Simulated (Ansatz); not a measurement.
# TiB2 (P6/mmm) in Ansatz: relaxation of cell and atoms with RPBE

Aim: the relaxation of cell and atoms of TiB2 with RPBE.

Program: Ansatz 0.2.0. These are calculated values, not measurements. Logs are shortened: lines on timing, memory, paths and dates and some standing lists are left out, and cuts for length are marked.

**1. The crystal as given**

Symmetry: P6/mmm, No. 191, hexagonal system. Conventional cell: a = 3.029 Å, b = 3.029 Å, c = 3.228 Å, α = 90.00°, β = 90.00°, γ = 120.00°. Ti (site symmetry 6/mmm) has 12 B at 2.38 Å as nearest neighbours. B (site symmetry -6m2) has 3 B at 1.75 Å as nearest neighbours.

**2. Relaxation of cell and atoms, RPBE**

File input.yaml:

```yaml
crystal:
  lattice:
    - [3.0292, 0.0, 0.0]
    - [-1.5146, 2.6233641531, 0.0]
    - [0.0, 0.0, 3.2284]
  atoms:
    - { symbol: Ti, position: [0.0, 0.0, 0.0] }
    - { symbol: B, position: [0.6666666667, 0.3333333333, 0.5] }
    - { symbol: B, position: [0.3333333333, 0.6666666667, 0.5] }
hamiltonian:
  xc: rpbe
  pseudopotentials: { kind: paw }
kpoints:
  mp_grid: { grid: [10, 10, 8] }
scf:
  occupations: { method: fermi_dirac, width: 0.05 }
output:
  forces: true
  stress: true
  write_density: true
  write_potential: true
  elf: true
  volumetric_format: npy
relax:
  f_tol: 0.01
  max_steps: 40
  cell: { stress_tol: 0.05 }
```

Potentials or basis: Ansatz PAW.

Started as:

```sh
$ ansatz run input.yaml --threads 2 --pin off --max-ram 5632MiB --backend cpu --events-out ev --progress --plain --runs-dir out
```

What it wrote:

```text
Warning: RAYON_NUM_THREADS=2 ignored (pool sized by the plan → 2); use --threads N
Engine: ansatz 0.2.0, x86_64-unknown-linux-gnu
Pseudopotentials: kind: paw
Pseudopotential: Ti, paw, valence charge 12, recommended cutoff 420 eV (normal), Ti.paw.azcp
Pseudopotential: B, paw, valence charge 3, recommended cutoff 420 eV (normal), B.paw.azcp
Functional definition: RPBE
  parameter kappa = 0.804
  parameter beta = 0.06672455060314922
  exchange = rpbe_x(kappa = kappa, mu = beta*pi^2/3)
  correlation = pbe_c(beta = beta)
Crystal: 3 atoms, lattice volume = 25.655 Å³
Basis set: ecut = 420 eV, 503 PW (Γ), exchange–correlation on 48×48×48 points (8 copies of the dense FFT grid, shifted against one another)
Bands: 13, of which v1, the nominal top of the filled ones, is band 9 counted from 1 (8 counted from 0)
Symmetry: 24 space group operations
Space group: P6/mmm (ITA 191), of the structure as read, at distance tolerance 2.9e-5 Å
k-points: 70 of 800
Non-local potential: Ti, projectors of the file, l = 0: 3, l = 1: 2, l = 2: 3, l = 3: 1
Non-local potential: B, projectors of the file, l = 0: 2, l = 1: 2, l = 2: 1
PAW form: soft (Blöchl's): semilocal exchange-correlation on the pseudo side does not see the compensation charge
PAW frozen core: Ti, regenerated for the run's functional, and the local potential with it (the file was generated under x = pbe(κ = 0.804, μ = 0.2195149727645171), c = pbe(β = 0.06672455060314922))
PAW frozen core: B, regenerated for the run's functional, and the local potential with it (the file was generated under x = pbe(κ = 0.804, μ = 0.2195149727645171), c = pbe(β = 0.06672455060314922))
PAW one-centre angular grid: Ti, 590 points (default); XC on 64 Gauss nodes
PAW one-centre angular grid: B, 110 points (default); XC on 64 Gauss nodes
Initial density: superposition of atomic densities (neutral atoms: chi_scale 0, normalization atom), corrected by the library's trained network
Initial wavefunctions: pseudopotential atomic-orbital guess
Functional: x = rpbe, c = pbe(β = 0.06672455060314922)
SCF iter   1: F=—  HF=-2821.148550 eV  |F-HF|=—  |Δ(HF+E_count)|=         —  Δρ=3.66e-3  dr2=2.26e-3  ethr=1.77e-3  ⟨swp⟩=4.5  Hψ=4332  notcnv=0
preconditioner: auto → none  [metal: Δε(μ)=0.007 eV  Ē_g=8.129 eV  σ=0.050 eV  W_gap=0.04  n_scr=8 (ndim 8)  ℏωp=23.2 eV  f_vac=0.000  D(μ)=0.84/eV (n_scr^D=8)  sad-step TF]
SCF iter   2: F=—  HF=-2821.147853 eV  |F-HF|=—  |Δ(HF+E_count)|=   6.97e-4  Δρ=2.10e-3  dr2=7.64e-4  ethr=1.25e-5  ⟨swp⟩=1.3  Hψ=1565  notcnv=0
SCF iter   3: F=—  HF=-2821.147666 eV  |F-HF|=—  |Δ(HF+E_count)|=   1.87e-4  Δρ=1.70e-4  dr2=8.28e-6  ethr=4.25e-6  ⟨swp⟩=2.9  Hψ=1466  notcnv=0
SCF iter   4: F=—  HF=-2821.147654 eV  |F-HF|=—  |Δ(HF+E_count)|=   1.23e-5  Δρ=4.31e-5  dr2=4.24e-7  ethr=4.60e-8  ⟨swp⟩=2.9  Hψ=1502  notcnv=0
iter 5 did not close the SCF: its close was put off for the readings that it lacked (scf_convergence_deferred on its scf_iter line)
SCF iter   5: F=-2821.147654 eV  HF=-2821.147654 eV  |F-HF|=4.71e-10  |Δ(HF+E_count)|=   9.86e-8  Δρ=5.36e-6  dr2=6.23e-9  ethr=2.35e-9  ⟨swp⟩=2.9  Hψ=1554  notcnv=0
SCF iter   6: F=-2821.147654 eV  HF=-2821.147654 eV  |F-HF|=1.68e-10  |Δ(HF+E_count)|=   2.47e-9  Δρ=1.28e-6  dr2=3.49e-10  ethr=3.46e-11  ⟨swp⟩=4.4  Hψ=4262  notcnv=0
SCF 1 converged in 6 iterations: F = -2821.147654 eV  dr2 = 3.49e-10
[... 55 lines left out ...]
SCF iter   7: F=-2821.155214 eV  HF=-2821.155214 eV  |F-HF|=0.00e0  |Δ(HF+E_count)|=    0.00e0  Δρ=9.35e-10  dr2=7.40e-17  ethr=1.00e-12  ⟨swp⟩=1.0  Hψ=910  notcnv=0
SCF iter   8: F=-2821.155214 eV  HF=-2821.155214 eV  |F-HF|=4.55e-13  |Δ(HF+E_count)|=  4.55e-13  Δρ=1.54e-10  dr2=5.26e-18  ethr=1.00e-12  ⟨swp⟩=1.5  Hψ=2143  notcnv=0
SCF 5 converged in 8 iterations: F = -2821.155214 eV  dr2 = 5.26e-18
relax step   5: F+E_penalty+E_count = -2821.15521403 eV  Δ(F+E_penalty+E_count) = -6.825e-4 eV  max|allowed force component| = 4.503e-16 eV/Å  Δτ_max = 0.0000 Å  P = +0.011 GPa  Ω = 26.158 Å³  stress off target by 2.63e-2 GPa  SCF on the basis re-selected at this cell (its energy is not comparable with the rows above)  (8 SCF iters)
basis re-selected at this cell: Δ(F+E_penalty+E_count) = -6.825e-4 eV, ΔP = +0.026 GPa vs the last step (what re-selecting the basis moved, of the pressure what is left beyond the Pulay correction that the steps carried, after the strain that the cell walked since its last selection, with what the two solves' SCF thresholds leave and, on support functions, any second-order correction that the steps lacked; it is no measure of the basis error at this ecutwfc). This SCF's stress stands 2.63e-2 GPa from its target on what of the cell is left free (relax.cell.stress_tol is 5.00e-2 GPa) and its largest allowed force component is 4.50e-16 eV/Å (relax.f_tol is 1.00e-2 eV/Å): within both
SCF converged after 8 iterations
Free energy (F): -2821.155214 eV
Harris-Foulkes:  -2821.155214 eV  (|F-HF|=4.55e-13)
Internal energy: -2821.148816 eV  (E = F + TS)
E sigma→0 (E₀):  -2821.152015 eV
Entropy (-TS):   -0.006398 eV (-2.133 meV/atom)
Fermi energy:    14.922157 eV
--- Per-component energies (eV) ---
  E_band       = -98.026015
  E_kinetic    = 374.264409
  E_local      = -796.685766  (includes V_loc(G=0)·N_el)
  E_nonlocal   = 26.943270
  E_hartree    = 337.159066
  E_xc         = -164.851098
  E_vxc        = -202.210074  (∫ρ·V_xc dr)
  E_paw        = -1210.730607  (= ΣΔE_a)
  E_vpaw       = -174.656101  (= ΣTr[D̂ρ^β])
  E_aug_tail   = 0.000116  (compensation charges beyond the density's cutoff)
  E_ewald      = -1387.174786
  E_core_change = -0.073420  (= ΣΔE_core)
  E_smearing   = -0.006398  (= −TS)
  E_closure    = 0.000000  (closes the sum)
  Σ components = -2821.155214   (vs F -2821.155214, Δ=0.00e0)
--- Forces (eV/Å), atoms counted from 1 ---
  atom   1  Ti     0.00000000    -0.00000000     0.00000000
  atom   2  B      0.00000000     0.00000000     0.00000000
  atom   3  B      0.00000000    -0.00000000     0.00000000
  max |Σ_I F_I| component: 3.70e-17 eV/Å
--- Stress (GPa, compression-positive) ---
        0.026327      -0.000000       0.000000
        0.000000       0.026327       0.000000
        0.000000       0.000000      -0.018635
  P = ⅓ Tr σ = 0.0113 GPa (0.113 kbar)
--- Band table (eV; the first three rows and the last of 70) ---
  k-point 0: bands = ["-42.1406", "-18.4177", "-18.1282", "-18.1282", "1.5012", "12.4157", "12.4157", "12.6290", "12.9059", "16.8209", "16.8209", "18.5459", "18.5459"]
  k-point 1: bands = ["-42.1386", "-18.4449", "-18.1260", "-18.1260", "1.7009", "11.1340", "12.5769", "12.5769", "14.1859", "16.3606", "16.3606", "18.2011", "18.2011"]
  k-point 2: bands = ["-42.1340", "-18.5099", "-18.1208", "-18.1208", "2.2507", "9.4681", "13.0494", "13.0494", "15.3506", "15.5804", "15.5804", "17.3129", "17.3129"]
  k-point 69: bands = ["-42.0732", "-18.5041", "-18.3947", "-18.3250", "5.9408", "6.9546", "9.3540", "11.6213", "11.9441", "17.4171", "18.8091", "18.9222", "19.2039"]
--- Relaxed structure (4 steps of the walk, 4 accepted, 1 SCFs on fresh bases) ---
  F+E_penalty+E_count = -2821.15521403 eV   max|allowed force component| = 4.503e-16 eV/Å   (the final SCF, on the basis selected at the relaxed cell)
  cell:  # Å, volume = 26.1581 Å³
    - [3.0480611888409985, 1.582463853056928e-33, -3.7913196479488895e-34]
    - [-1.5240305944204993, 2.639698421825702, 1.3960151739106255e-34]
    - [-4.0406365877262735e-34, -6.148794807409546e-35, 3.2510845800193855]
  atoms:
    - { symbol: Ti, position: [-7.810747199641078e-35, 2.0392919506463332e-35, 2.0590230357872116e-84] }
    - { symbol: B, position: [0.6666666666666666, 0.33333333333333337, 0.49999999999999994] }
    - { symbol: B, position: [0.33333333333333337, 0.6666666666666667, 0.49999999999999994] }
```

rho_z.tsv:

```text
# z_ang	rho[e/angstrom^3]
# format = ansatz-planar-average/11
# lattice	3.048061189	0.000000000	-0.000000000
# lattice	-1.524030594	2.639698422	0.000000000
# lattice	-0.000000000	-0.000000000	3.251084580
# sites	3
# site	22	-0.000000000	0.000000000	0.000000000
# site	5	1.524030594	0.879899474	1.625542290
# site	5	0.000000000	1.759798948	1.625542290
0.000000	1.409710e0
0.135462	1.342675e0
0.270924	1.152090e0
0.406386	8.849595e-1
0.541847	6.278227e-1
0.677309	4.586414e-1
[... 16 lines left out ...]
2.980161	1.152090e0
3.115623	1.342675e0
```

v_z.tsv:

```text
# z_ang	v_es[eV]	v_tot[eV]
# format = ansatz-planar-average/11
# xc	rpbe
# density_cutoff_ev	1680
# datasets	Ti=:simpson_from_first_knot:soft:shift=484770	B=:simpson_from_first_knot:soft:shift=387201
# lattice	3.048061189	0.000000000	-0.000000000
# lattice	-1.524030594	2.639698422	0.000000000
# lattice	-0.000000000	-0.000000000	3.251084580
# sites	3
# site	22	-0.000000000	0.000000000	0.000000000
# site	5	1.524030594	0.879899474	1.625542290
# site	5	0.000000000	1.759798948	1.625542290
0.000000	3.155758e0	-9.521124e0
0.135462	3.426813e0	-9.205407e0
0.270924	4.228113e0	-8.253656e0
0.406386	5.498281e0	-6.752733e0
0.541847	7.092587e0	-4.870954e0
0.677309	8.685426e0	-3.002451e0
[... 16 lines left out ...]
2.980161	4.228113e0	-8.253656e0
3.115623	3.426813e0	-9.205407e0
```

It took 2.9 s on 2 threads of Intel Xeon Platinum 8488C (Sapphire Rapids), shared host; peak memory 0.4 GiB.

What came out:

```yaml
Free_energy: -2821.1552 eV
Relaxed_volume: 8.72 Å³/atom
Relaxed_cell: a = 3.048 Å, b = 3.048 Å, c = 3.251 Å, α = 90.00°, β = 90.00°, γ = 120.00°
Space_group_after_relaxing_to_0.05_Å: P6/mmm (No. 191)
Energy_gained_by_relaxing: 2.5 meV/atom
Ionic_steps: 5
Pressure_after_relaxing: 0.0 GPa
Band_gap_on_the_k_mesh: none (metal or under the smearing width)
```

The path:
```csv
step,energy change (eV),largest force (eV/Å),volume (Å³)
1,0.0000,0.0000,25.66
2,-0.0066,0.0000,26.04
3,-0.0069,0.0000,26.15
4,-0.0069,0.0000,26.16
5,-0.0076,0.0000,26.16
```

Final structure:
```cif
data_structure
_symmetry_space_group_name_H-M 'P 1'
_symmetry_Int_Tables_number 1
_cell_length_a 3.0481
_cell_length_b 3.0481
_cell_length_c 3.2511
_cell_angle_alpha 90.000
_cell_angle_beta 90.000
_cell_angle_gamma 120.000
_cell_volume 26.16
loop_
_atom_site_label
_atom_site_type_symbol
_atom_site_fract_x
_atom_site_fract_y
_atom_site_fract_z
_atom_site_occupancy
Ti1 Ti 0.00000 0.00000 0.00000 1
B1 B 0.66667 0.33333 0.50000 1
B2 B 0.33333 0.66667 0.50000 1
```

Levels at points of the mesh, in eV from the Fermi level:
```csv
k point,band 5,band 6,band 7,band 8,band 9,band 10,band 11,band 12,band 13
"(0.00, 0.00, 0.00)",-13.42,-2.51,-2.51,-2.29,-2.02,1.90,1.90,3.62,3.62
"(0.00, 0.00, -0.50)",-11.56,-7.50,-0.50,-0.50,-0.12,-0.12,0.48,0.48,1.65
"(0.00, -0.50, 0.00)",-9.26,-9.22,-3.19,-3.12,-2.17,1.36,2.73,3.19,3.36
"(0.00, -0.50, -0.50)",-9.67,-7.50,-4.52,-3.71,-3.11,2.48,2.90,4.38,4.52
```

Caveat: the plane-wave basis is chosen anew once the cell has moved, so the energies of steps on either side of that aren't comparable; the PAW data sets come from PBE, with cores solved anew for the run's functional, which leaves a small shift of forces and pressure. RPBE and its kin give volumes clearly too large for solids.
